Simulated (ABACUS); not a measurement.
# MgO (Fm-3m) in ABACUS: further runs

Aim: see how the results for MgO move with the level of theory and the settings. Levels: WC, r2SCAN, LDA-PW92. Tasks: single point, relaxation of cell and atoms.

Everything below comes from runs of ABACUS 3.10.1. Logs are shortened: lines on timing, memory, paths and dates and some standing lists are left out, and cuts for length are marked.

**The experiment to reproduce.**

“Electronic structure of alkaline earth and post-transition metal oxides”, 2009, arxiv:0908.1581 quotes, for a bulk crystal of MgO: band gap 7.83 eV.

How close the calculation comes is told below.

## 1. The crystal as given

Symmetry: Fm-3m, No. 225, cubic system. The conventional cell has a = 4.194 Å, b = 4.194 Å, c = 4.194 Å, α = 90.00°, β = 90.00°, γ = 90.00°. Mg (site symmetry m-3m) is surrounded by 6 O at 2.10 Å. O (site symmetry m-3m) has 6 Mg at 2.10 Å as nearest neighbours.

The cell is a database's computed one.

## 2. Single point, WC

INPUT reads:

```
INPUT_PARAMETERS
suffix              MgO
calculation         scf
basis_type          pw
pseudo_dir          ./
latname             fcc
symmetry            1
dft_functional      wc
ecutwfc             40
pseudo_rcut         10
nspin               1
nbands              18
ks_solver           dav
smearing_method     fd
smearing_sigma      0.00367493
scf_thr             1e-08
scf_nmax            100
mixing_type         broyden
mixing_beta         0.7
cal_force           1
cal_stress          1
ecutrho             320
out_chg             1
out_pot             2
out_elf             0
kpar                4
```

STRU reads:

```
ATOMIC_SPECIES
Mg 24.3050 mg_pbe_v1.4.uspp.F.UPF
O 15.9990 o_pbe_v1.2.uspp.F.UPF

LATTICE_CONSTANT
7.9255166303

ATOMIC_POSITIONS
Direct

Mg
0.0
1
0.0000000000 0.0000000000 0.0000000000 1 1 1

O
0.0
1
0.5000000000 0.5000000000 0.5000000000 1 1 1
```

KPT reads:

```
K_POINTS
0
Gamma
9 9 9 0 0 0
```

Potentials or basis: GBRV ultrasoft 1.5 PBE, plane waves.

On the command line:

```
> OMP_NUM_THREADS=1 mpirun -np 4 abacus > log
```

running log:

```text
ABACUS v3.10.1

               Atomic-orbital Based Ab-initio Computation at UStc

 ------------------------------------------------------------------------------------

 READING GENERAL INFORMATION
                           global_out_dir = OUT.MgO/
                           global_in_card = INPUT
                               pseudo_dir = ./
                              orbital_dir =
                                    DSIZE = 4
                                    GSIZE = 1

 READING UNITCELL INFORMATION
                                    ntype = 2
                  lattice constant (Bohr) = 7.92552
              lattice constant (Angstrom) = 4.194

 READING ATOM TYPE 1
                               atom label = Mg
                      L=0, number of zeta = 1
                      L=1, number of zeta = 1
                      L=2, number of zeta = 1
             number of atom for this type = 1

 READING ATOM TYPE 2
                               atom label = O
                      L=0, number of zeta = 1
                      L=1, number of zeta = 1
                      L=2, number of zeta = 1
             number of atom for this type = 1

                        TOTAL ATOM NUMBER = 2
DIRECT COORDINATES
    atom                   x                   y                   z     mag                  vx                  vy                  vz
taud_Mg1            0.0000000000        0.0000000000        0.0000000000  0.0000        0.0000000000        0.0000000000        0.0000000000
taud_O1            0.5000000000        0.5000000000        0.5000000000  0.0000        0.0000000000        0.0000000000        0.0000000000

                          Volume (Bohr^3) = 124.458
                             Volume (A^3) = 18.4427

 Lattice vectors: (Cartesian coordinate: in unit of a_0)
                 -0.5                  +0                +0.5
                   +0                +0.5                +0.5
                 -0.5                +0.5                  +0
 Reciprocal vectors: (Cartesian coordinate: in unit of 2 pi/a_0)
                   -1                  -1                  +1
                   +1                  +1                  +1
                   -1                  +1                  -1
 The esolver type has been set to : ksdft_pw

                PAO radial cut off (Bohr) = 10

 Read in pseudopotential file is mg_pbe_v1.4.uspp.F.UPF
                     pseudopotential type = US
          exchange-correlation functional = PBE
                 nonlocal core correction = 0
                        valence electrons = 10
                                     lmax = 2
                           number of zeta = 3
                     number of projectors = 7
                           L of projector = 0
                           L of projector = 0
                           L of projector = 0
                           L of projector = 1
                           L of projector = 1
                           L of projector = 2
                           L of projector = 2
 XC functional updated to : wc
          exchange-correlation functional = WC
                PAO radial cut off (Bohr) = 10

 Read in pseudopotential file is o_pbe_v1.2.uspp.F.UPF
                     pseudopotential type = US
          exchange-correlation functional = PBE
                 nonlocal core correction = 1
                        valence electrons = 6
                                     lmax = 2
                           number of zeta = 2
                     number of projectors = 5
                           L of projector = 0
                           L of projector = 0
                           L of projector = 1
                           L of projector = 1
                           L of projector = 2
 XC functional updated to : wc
          exchange-correlation functional = WC
     initial pseudo atomic orbital number = 9

 SETUP THE ELECTRONS NUMBER
            electron number of element Mg = 10
      total electron number of element Mg = 10
             electron number of element O = 6
       total electron number of element O = 6
            AUTOSET number of electrons:  = 16
                           occupied bands = 8
                                   NBANDS = 18
                                   NLOCAL = 18

%%%%%%%%%%%%%%%%%%%%%%%%%%%%%%%%%%%%%%%%%%%%%%%%%%%%%%%%%%%%%%%%%%%%%%%%%%%%%%%%%%%%%%%%%%%%%%%%%%%%%%%%%%
 Warning: the number of valence electrons in pseudopotential > 2 for Mg: [Ne] 3s2
 Pseudopotentials with additional electrons can yield (more) accurate outcomes, but may be less efficient.
 If you're confident that your chosen pseudopotential is appropriate, you can safely ignore this warning.
%%%%%%%%%%%%%%%%%%%%%%%%%%%%%%%%%%%%%%%%%%%%%%%%%%%%%%%%%%%%%%%%%%%%%%%%%%%%%%%%%%%%%%%%%%%%%%%%%%%%%%%%%%

 SETUP THE PLANE WAVE BASIS
 energy cutoff for charge/potential (unit:Ry) = 160
            fft grid for charge/potential = [ 24, 24, 24 ]
                        fft grid division = [ 1, 1, 1 ]
        big fft grid for charge/potential = [ 32, 32, 32 ]
                                     nbxx = 32768
                                     nrxx = 13824

 SETUP PLANE WAVES FOR CHARGE/POTENTIAL
                    number of plane waves = 4279
                         number of sticks = 349

 PARALLEL PW FOR CHARGE/POTENTIAL
     PROC   COLUMNS(POT)             PW
        1            349           4279
 --------------- sum -------------------
        1            349           4279
                            number of |g| = 86
                                  max |g| = 251
                                  min |g| = 0

 energy cutoff for dense charge/potential (unit:Ry) = 320
      fft grid for dense charge/potential = [ 32, 32, 32 ]
                                     nrxx = 32768

 SETUP PLANE WAVES FOR dense CHARGE/POTENTIAL
                    number of plane waves = 12039
                         number of sticks = 685

 PARALLEL PW FOR dense CHARGE/POTENTIAL
     PROC   COLUMNS(POT)             PW
        1            685          12039
 --------------- sum -------------------
        1            685          12039
                            number of |g| = 171
                                  max |g| = 507
                                  min |g| = 0

----------- Double Check Mixing Parameters Begin ------------
mixing_type: broyden
mixing_beta: 0.7
mixing_gg0: 1
mixing_gg0_min: 0.1
mixing_ndim: 8
----------- Double Check Mixing Parameters End ------------

 LATTICE VECTORS: (CARTESIAN COORDINATE: IN UNIT OF A0)
                 -0.5                  +0                +0.5
                   +0                +0.5                +0.5
                 -0.5                +0.5                  +0
                       right hand lattice = 1
                                   NORM_A = 0.707107
                                   NORM_B = 0.707107
                                   NORM_C = 0.707107
                           ALPHA (DEGREE) = 60
                           BETA  (DEGREE) = 60
                           GAMMA (DEGREE) = 60

 The lattice vectors have been changed (STRU_SIMPLE.cif)

(for optimal symmetric configuration:)
                             BRAVAIS TYPE = 3
                     BRAVAIS LATTICE NAME = 03. Cubic F (face-centered)
                                    ibrav = 3
                                    IBRAV = 3
                                  BRAVAIS = FACE CENTERED CUBIC
                       LATTICE CONSTANT A = 1
Original cell was already a primitive cell.
                        ROTATION MATRICES = 48
              PURE POINT GROUP OPERATIONS = 48
                   SPACE GROUP OPERATIONS = 48
                              POINT GROUP = O_h
               POINT GROUP IN SPACE GROUP = O_h

 SETUP K-POINTS
                                    nspin = 1
                   Input type of k points = Monkhorst-Pack(Gamma)
                                   nkstot = 729
                       right hand lattice = 1
(for reciprocal lattice: )
                             BRAVAIS TYPE = 2
                     BRAVAIS LATTICE NAME = 02. Cubic I (body-centered)
                                    ibrav = 2
                       right hand lattice = 1
(for k-lattice: )
                             BRAVAIS TYPE = 2
                     BRAVAIS LATTICE NAME = 02. Cubic I (body-centered)
                                    ibrav = 2
                       right hand lattice = 1
                        ROTATION MATRICES = 48
                               nkstot_ibz = 35
K-POINTS REDUCTION ACCORDING TO SYMMETRY
     IBZ    DIRECT_X    DIRECT_Y    DIRECT_Z  WEIGHT  ibz2bz
       1  0.00000000  0.00000000  0.00000000  0.0014       0
       2  0.11111111  0.11111111  0.11111111  0.0110       1
       3  0.22222222  0.22222222  0.22222222  0.0110       2
       4  0.33333333  0.33333333  0.33333333  0.0110       3
       5  0.44444444  0.44444444  0.44444444  0.0110       4
       6  0.11111111  0.11111111  0.00000000  0.0082      10
[... 22 lines left out ...]
      29  0.44444444  0.33333333  0.11111111  0.0329     112
      30 -0.44444444  0.44444444  0.22222222  0.0658     113
[... 5 further k points ...]

                               nkstot now = 35
[... K-POINTS DIRECT COORDINATES: 35 rows ...]

           k-point number in this process = 9
       minimum distributed K point number = 8
[... stars of the k points ...]

[... K-POINTS CARTESIAN COORDINATES: 9 rows ...]

[... K-POINTS DIRECT COORDINATES: 9 rows ...]

 SETUP PLANE WAVES FOR WAVE FUNCTIONS
     energy cutoff for wavefunc (unit:Ry) = 40
              fft grid for wave functions = [ 24, 24, 24 ]
                    number of plane waves = 725
                         number of sticks = 109

 PARALLEL PW FOR WAVE FUNCTIONS
     PROC   COLUMNS(POT)             PW
        1            109            725
 --------------- sum -------------------
        1            109            725

 SETUP NONLOCAL PSEUDOPOTENTIALS IN PLANE WAVE BASIS
 Mg non-local projectors:
 projector 1 L=0
 projector 2 L=0
 projector 3 L=0
 projector 4 L=1
 projector 5 L=1
 projector 6 L=2
 projector 7 L=2
 O non-local projectors:
 projector 1 L=0
 projector 2 L=0
 projector 3 L=1
 projector 4 L=1
 projector 5 L=2
      TOTAL NUMBER OF NONLOCAL PROJECTORS = 32

 Init Non-Local PseudoPotential table :
 Init Non-Local-Pseudopotential done.

                                     npwx = 540

 Make real space PAO into reciprocal space.
       max mesh points in Pseudopotential = 713
     dq(describe PAO in reciprocal space) = 0.01
                                    max q = 763

 number of pseudo atomic orbitals for Mg is 3
WARNING: norm of atomic wavefunction # 3 of atomic type Mg is 0.999933, renormalized

 number of pseudo atomic orbitals for O is 2

 -------------------------------------------
 SELF-CONSISTENT
 -------------------------------------------
                                 init_chg = atomic

 PW ALGORITHM --------------- ION=   1  ELEC=   1--------------------------------

 Density error is 0.340530882133
                          Error Threshold = 0.01
----------------------------------------------------------
     Energy           Rydberg                 eV
----------------------------------------------------------
 E_KohnSham     -157.5576807104      -2143.6822213262
 E_Harris       -159.3129944182      -2167.5644895300
 E_Fermi        0.6239393248         8.4891300233
----------------------------------------------------------
[... 63 lines left out ...]
 Density error is 1.43452984177e-09
                          Error Threshold = 3.64593362292e-10
----------------------------------------------------------
     Energy           Rydberg                 eV
----------------------------------------------------------
 E_KohnSham     -157.6826252666      -2145.3821792249
 E_KS(sigma->0) -157.6826252666      -2145.3821792249
 E_Harris       -157.6827728150      -2145.3841867241
 E_band         -21.7193363899       -295.5067316819
 E_one_elec     -86.1697493631       -1172.3995865697
 E_Hartree      47.9409721393        652.2703887533
 E_xc           -24.2790823528       -330.3338622090
 E_Ewald        -95.1747656900       -1294.9191191994
 E_entropy(-TS) 0.0000000000         0.0000000000
 E_descf        0.0000000000         0.0000000000
 E_exx          0.0000000000         0.0000000000
 E_Fermi        0.7547727192         10.2692096760
----------------------------------------------------------

 charge density convergence is achieved
 final etot is -2145.3821792 eV
 EFERMI = 10.269209676 eV
The vacuum level is 6.0514368326 eV

 STATE ENERGY(eV) AND OCCUPATIONS    NSPIN == 1
 1/9 kpoint (Cartesian) = 0.0000 0.0000 0.0000 (531 pws)
       1       -64.1969     0.00274348
       2       -30.9425     0.00274348
       3       -30.9425     0.00274348
       4       -30.9425     0.00274348
       5       -9.42975     0.00274348
       6        7.85987     0.00274348
[... 10 lines left out ...]
      17        32.4109        0.00000
      18        32.4109        0.00000
[... 83 lines left out ...]
       2       -30.9528      0.0164609
       3       -30.9461      0.0164609
       4       -30.9461      0.0164609
       5       -9.24639      0.0164609
       6        6.98441      0.0164609
[... 10 lines left out ...]
      17        32.9883        0.00000
      18        34.2010        0.00000

[... levels at 3 further k points ...]

------------------------------------------------------------------------------------------
 TOTAL-FORCE (eV/Angstrom)
------------------------------------------------------------------------------------------
                       Mg1         0.0000000000         0.0000000000         0.0000000000
                        O1         0.0000000000         0.0000000000         0.0000000000
------------------------------------------------------------------------------------------

----------------------------------------------------------------
 TOTAL-STRESS (KBAR)
----------------------------------------------------------------
        32.0341233099         0.0000000000         0.0000000000
         0.0000000000        32.0341233099         0.0000000000
         0.0000000000         0.0000000000        32.0341233099
----------------------------------------------------------------
 TOTAL-PRESSURE: 32.034123 KBAR

 --------------------------------------------
 !FINAL_ETOT_IS -2145.3821792248868405 eV
 --------------------------------------------
```

It took 5.3 s on 4 MPI ranks of Intel Xeon Platinum 8488C (Sapphire Rapids), shared host; peak memory 0.48 GiB.

Results:

- Free energy: -2145.3822 eV
- Pressure: 3.2 GPa
- Band gap on the k mesh: 4.77 eV, direct

Caveat: the potentials were made for another functional, which shifts forces and pressure.

(Part 1 of 3 ends here.)
